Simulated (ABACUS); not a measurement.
# ZnSe (Stilleite) (F-43m) in ABACUS: settings compared, part 2 of 2

ABACUS 3.10.1. Earlier steps stand in the parts before.

**3. Relaxation of cell and atoms, B86bPBE**

INPUT reads:

```
INPUT_PARAMETERS
suffix              ZnSe
calculation         cell-relax
basis_type          pw
pseudo_dir          ./
symmetry            1
dft_functional      GGA_X_B86_MGC+GGA_C_PBE
ecutwfc             87
pseudo_rcut         7
nspin               1
nbands              22
ks_solver           dav
smearing_method     fd
smearing_sigma      0.00367493
scf_thr             1e-08
scf_nmax            100
mixing_type         broyden
mixing_beta         0.7
cal_force           1
cal_stress          1
relax_nmax          60
force_thr_ev        0.02
relax_method        cg
out_stru            1
stress_thr          1
kpar                4
```

STRU reads:

```
ATOMIC_SPECIES
Se 78.9710 Se.upf
Zn 65.3800 Zn.upf

LATTICE_CONSTANT
1.8897261246

LATTICE_VECTORS
0.0000000000 2.8338000000 2.8338000000
2.8338000000 0.0000000000 2.8338000000
2.8338000000 2.8338000000 0.0000000000

ATOMIC_POSITIONS
Direct

Se
0.0
1
0.7500000000 0.7500000000 0.7500000000 1 1 1

Zn
0.0
1
0.0000000000 0.0000000000 0.0000000000 1 1 1
```

KPT reads:

```
K_POINTS
0
Gamma
6 6 6 0 0 0
```

Potentials or basis: PseudoDojo NC SR 0.4.1 PBE standard, plane waves.

On the command line:

```console
OMP_NUM_THREADS=1 mpirun -np 4 abacus > log
```

running log:

```text
ABACUS v3.10.1

               Atomic-orbital Based Ab-initio Computation at UStc

 ------------------------------------------------------------------------------------

 READING GENERAL INFORMATION
                           global_out_dir = OUT.ZnSe/
                           global_in_card = INPUT
                               pseudo_dir = ./
                              orbital_dir =
                                    DSIZE = 4
                                    GSIZE = 1
[... 5 lines left out ...]

 READING ATOM TYPE 1
                               atom label = Se
                      L=0, number of zeta = 1
                      L=1, number of zeta = 1
                      L=2, number of zeta = 1
             number of atom for this type = 1

 READING ATOM TYPE 2
                               atom label = Zn
                      L=0, number of zeta = 1
                      L=1, number of zeta = 1
                      L=2, number of zeta = 1
             number of atom for this type = 1

                        TOTAL ATOM NUMBER = 2
DIRECT COORDINATES
    atom                   x                   y                   z     mag                  vx                  vy                  vz
taud_Se1            0.7500000000        0.7500000000        0.7500000000  0.0000        0.0000000000        0.0000000000        0.0000000000
taud_Zn1            0.0000000000        0.0000000000        0.0000000000  0.0000        0.0000000000        0.0000000000        0.0000000000

                          Volume (Bohr^3) = 307.138
                             Volume (A^3) = 45.5132

[... 459 lines left out ...]
taud_Zn1            0.0000000000        0.0000000000        0.0000000000  0.0000        0.0000000000        0.0000000000        0.0000000000

                          Volume (Bohr^3) = 320.241827
                             Volume (A^3) = 47.454886
[... 10 lines left out ...]
 -------------------------------------------
 STEP OF RELAXATION : 3
 -------------------------------------------

[... set-up of the moved cell ...]

 PW ALGORITHM --------------- ION=   3  ELEC=   1--------------------------------
 Notice: Threshold on eigenvalues was too large.
 hsover_error=0.360000 > DRHO=0.000176
 Origin diag ethr = 0.010000
 New diag ethr = 0.000000

 Density error is 0.000085662251
                          Error Threshold = 0.000000488350
----------------------------------------------------------
     Energy           Rydberg                 eV
----------------------------------------------------------
 E_KohnSham     -660.9426682990      -8992.5863401899
 E_Harris       -660.8740168724      -8991.6522896133
 E_Fermi        0.6118533150         8.3246914238
----------------------------------------------------------

[... 3 further cycles ...]
 PW ALGORITHM --------------- ION=   3  ELEC=   5--------------------------------

 Density error is 0.000000007031
                          Error Threshold = 0.000000000445
----------------------------------------------------------
     Energy           Rydberg                 eV
----------------------------------------------------------
 E_KohnSham     -660.9426814380      -8992.5865189552
 E_KS(sigma->0) -660.9426814280      -8992.5865188193
 E_Harris       -660.9421591651      -8992.5794130685
 E_band         -74.7046241775       -1016.4085557626
 E_one_elec     -496.3012220112      -6752.5245437159
 E_Hartree      253.2145198065       3445.1602857022
 E_xc           -93.6591754551       -1274.2984561707
 E_Ewald        -324.1968037582      -4410.9238044989
 E_entropy(-TS) -0.0000000200        -0.0000002719
 E_descf        0.0000000000         0.0000000000
[... 124 lines left out ...]
 Largest gradient in stress is 0.054474 kbar.
 Threshold is 1.000000 kbar.

 Relaxation is converged!

 --------------------------------------------
 !FINAL_ETOT_IS -8992.5865189552332595 eV
 --------------------------------------------
```

Run time: 21 s. Hardware: 4 MPI ranks of Intel Xeon Platinum 8223CL at 3.00GHz (Skylake/Cascade Lake), shared host; peak memory 0.44 GiB.

What came out:

| Quantity | Value |
| --- | --- |
| Free energy | -8992.5865 eV |
| Relaxed volume | 23.73 Å³/atom |
| Relaxed cell | a = 4.064 Å, b = 4.064 Å, c = 4.064 Å, α = 60.00°, β = 60.00°, γ = 60.00° |
| Space group after relaxing (to 0.05 Å) | F-43m (No. 216) |
| Energy gained by relaxing | 7.5 meV/atom |
| Ionic steps | 3 |
| Pressure after relaxing | 0.0 GPa |
| Band gap on the k mesh | 1.12 eV, direct |

The path:
```csv
step,energy change (eV),largest force (eV/Å),pressure (GPa),volume (Å³)
1,0.0000,0.0000,2.57,45.51
2,-0.0138,0.0000,-0.68,48.05
3,-0.0150,0.0000,0.01,47.45
```

Final structure:
```
Se Zn
1.0
     0.00000    2.87354    2.87354
     2.87354    0.00000    2.87354
     2.87354    2.87354    0.00000
Se Zn
1 1
Cartesian
  4.3103 4.3103 4.3103
  0.0000 0.0000 0.0000
```

Caveat: the potentials were made for another functional, which shifts forces and pressure. Zero-point motion and thermal expansion aren't in these numbers.

**4. Single point, revPBE**

INPUT reads:

```
INPUT_PARAMETERS
suffix              ZnSe
calculation         scf
basis_type          pw
pseudo_dir          ./
symmetry            1
dft_functional      revpbe
ecutwfc             87
pseudo_rcut         7
nspin               1
nbands              28
ks_solver           dav
smearing_method     fd
smearing_sigma      0.00367493
scf_thr             1e-08
scf_nmax            100
mixing_type         broyden
mixing_beta         0.7
cal_force           1
cal_stress          1
out_chg             1
kpar                4
```

STRU is that of step 3.

KPT is that of step 3.

Potentials or basis: Ansatz NC PBE, plane waves.

On the command line:

```console
OMP_NUM_THREADS=1 mpirun -np 4 abacus > log
```

Run time: 10 s. Hardware: 4 MPI ranks of Intel Xeon Platinum 8223CL at 3.00GHz (Skylake/Cascade Lake), shared host; peak memory 0.44 GiB.

Results (log left out):

* Free energy: -8990.2937 eV
* Pressure: 4.2 GPa
* Band gap on the k mesh: 1.43 eV, direct

Levels at points of the mesh, in eV from the valence-band top:
```
           k point  band 15  band 16  band 17  band 18  band 19  band 20  band 21  band 22
(0.00, 0.00, 0.00)    -6.18     0.00     0.00     0.00     1.43     5.85     5.85     5.85
(0.50, 0.50, 0.50)    -6.01    -5.18    -0.86    -0.86     2.65     6.43     6.43     8.71
(0.50, 0.50, 0.00)    -5.99    -4.71    -2.17    -2.17     3.08     3.55    10.86    11.33
```

Caveat: the potentials were made for another functional, which shifts forces and pressure.

**5. Summary**

```tsv
task	level	potentials or basis	cell	max steps of the relaxation	force threshold	optimiser	stress threshold	gap on the mesh (eV)	pressure (GPa)
single point	B86bPBE	PseudoDojo NC SR 0.4.1 PBE standard, plane waves	as given	-	-	-	-	1.29	2.6
relaxation of cell and atoms	B86bPBE	PseudoDojo NC SR 0.4.1 PBE standard, plane waves	relaxed	60	0.02 eV/Å	cg	1 kbar	1.12	0.0
single point	revPBE	Ansatz NC PBE, plane waves	as given	-	-	-	-	1.43	4.2
```

Alike in all rows: no spin polarisation; k mesh 6 × 6 × 6; cutoff (eV) 1184; smearing fermi-dirac 0.05 eV.

Caveats: the potentials were made for another functional, which shifts forces and pressure.

Total energies depend on the potentials used, so only differences within one code and one set of settings carry meaning.

**6. Comparison with measurements**

Step 2. Against the measured gap of ZnSe, 2.695 eV (an exciton energy, a little under the gap; 300 K; “Alloy Disordering Effects on the Thermal Conductivity and Energy Gap Temperature Dependence of Cd1−xZnxSe Ternary Crystals Grown by the Bridgman Method”, 2023, pmc:10253836), the calculated 1.29 eV is off by -1.41 eV. So large a miss can be the level of theory's own, or it may mean another phase, state or a wrong row. Spin-orbit coupling on Se is left out. The value is that of B86bPBE, without temperature or zero-point motion.

Step 4. Measured gap of ZnSe: 2.695 eV (an exciton energy, a little under the gap; 300 K; “Alloy Disordering Effects on the Thermal Conductivity and Energy Gap Temperature Dependence of Cd1−xZnxSe Ternary Crystals Grown by the Bridgman Method”, 2023, pmc:10253836). This calculation gives 1.43 eV (-1.27 eV). Spin-orbit coupling on Se is left out. The value is that of revPBE, without temperature or zero-point motion. Semilocal functionals fall short of measured gaps as a rule.
